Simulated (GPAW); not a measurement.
CdSe (Cadmoselite), 4 atoms in the cell. Symmetry: P6_3mc, No. 186, hexagonal system. Conventional cell: a = 4.300 Å, b = 4.300 Å, c = 7.020 Å, α = 90.00°, β = 90.00°, γ = 120.00°. Around Cd (site symmetry 3m) lie 4 Se at 2.61 to 2.70 Å. Se (site symmetry 3m) has 4 Cd at 2.61 to 2.70 Å as nearest neighbours. 

- Program: GPAW 26.7.0
- Task: single point
- Functional: PBE
- Potentials or basis: GPAW PAW data sets (gpaw-data 1.2.1)
- Cutoff: 700 eV
- Basis: pw
- k mesh: 5 × 5 × 3
- Occupations: fermi-dirac, width 0.05 eV
- Spin: no spin polarisation
- Maxiter: 50

Potentials or basis: GPAW PAW data sets (gpaw-data 1.2.1), pw.

The run is started by

```bash
$ OMP_NUM_THREADS=1 python run.py
```

Hardware: 1 thread of Arm Neoverse V1, on a shared host.

**Question.** Estimate the wall time of this run.

**Answer.** Run time: 35 s on 1 thread of Arm Neoverse V1, with other jobs on the host, peak memory 0.22 GiB. Counts: scf iterations 10, plane waves 4764, bands 31, k points 12.
